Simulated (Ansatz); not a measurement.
**NaH: an elastic run with ions clamped**

These are results of DFT LDA, scalar-relativistic, plane waves, PAW (Ansatz 0.2.0), not measurements.

Launched with:
```bash
ansatz run input.yaml --threads 1 --pin off --max-ram 1228MiB --backend cpu --events-out ev --progress --plain --runs-dir out
```

Input (bare energies are in eV):
```yaml
crystal:
  lattice:
    - [2.8735, 0.0, 0.0]
    - [0.0, 2.8735, 0.0]
    - [0.0, 0.0, 2.8735]
  atoms:
    - { symbol: Na, position: [0.0, 0.0, 0.0] }
    - { symbol: H, position: [0.5, 0.5, 0.5] }
basis:
  ecutwfc: 420
kpoints:
  mp_grid: { grid: [12, 12, 12] }
hamiltonian:
  xc: lda
scf:
  occupations: { method: fixed }
output:
  forces: true
  stress: true
  eigenvalues: true
elastic:
  mode: clamped_ion
  stencil: two_point
```

From the output:
```
--- Elastic constants: 2 strain directions × 2 members + reference (group order 48) ---
  dense FFT box of the reference and of every strained cell: 20×20×20
  strains applied: 11, 23; error gains: componentwise 1.00 (the most a stress slope's error grows in a printed constant), spectral 1.73 (1 for all six strains in a standard setting)
  C = ∂σ_k/∂η_j (tension-positive GPa; Voigt order 11 22 33 23 13 12):
       110.671    -13.373    -13.373      0.000      0.000      0.000
       -13.373    110.671    -13.373     -0.000      0.000     -0.000
       -13.373    -13.373    110.671     -0.000     -0.000      0.000
        -0.000      0.000      0.000     -4.378     -0.000     -0.000
        -0.000     -0.000      0.000      0.000     -4.378     -0.000
        -0.000      0.000     -0.000     -0.000     -0.000     -4.378
  reference stress σ⁰ (GPa):      0.022      0.022      0.022     -0.000      0.000     -0.000
  C* (energy form; C + prestress term) asymmetry max|C*_kj − C*_jk| = 1.599e-14 GPa — a small one proves nothing (zero by symmetry where the batch's group is 432, −43m or m−3m); a large one is finite-difference/SCF noise where every solve ...
  moduli (Voigt/Reuss/Hill, GPa): K = 27.97/27.97/27.97   G = 22.18/-7.66/7.26   E = 20.05   ν = 0.381
  mechanically stable: NO (min eigenvalue of sym C = -4.38 GPa)
  strain η (Voigt 11):  stress-route row diagonal C_11 = 110.67 GPa, energy-path curvature d²(F+E_count+ΔE)/dδ²/Ω₀ = 110.69 GPa
         δ    σ_11 (GPa) F (eV) n_scf n_hpsi n_pw
    -2.000e-3      -0.1998       -1482.3857703       6   29350    480
     2.000e-3       0.2429       -1482.3857568       4   23771    480
  strain η (Voigt 23):  stress-route row diagonal C_44 = -4.38 GPa, energy-path curvature d²(F+E_count+ΔE)/dδ²/Ω₀ = -4.38 GPa
         δ    σ_23 (GPa) F (eV) n_scf n_hpsi n_pw
    -2.000e-3       0.0088       -1482.3857983       5   46676    480
     2.000e-3      -0.0088       -1482.3857983       4   35707    480
```

The run took 18 s on 1 thread of Arm Neoverse N1, with other jobs on the host, peak memory 0.39 GiB.

Beside the reference run (Settings: 420 eV plane-wave cutoff, Γ-centred 12×12×12 mesh, fixed occupations. No spin polarisation.), the elastic coefficients (GPa; two-point stencil, strain 0.002 and ions relaxed unless stated):
| setting | C11 | C12 | C44 |
| --- | --- | --- | --- |
| reference run | 110.7 | -13.4 | -4.4 |
| ions clamped | 110.7 | -13.4 | -4.4 |

The cell is the ideal cubic caesium chloride prototype; this isn't the usual structure of the compound.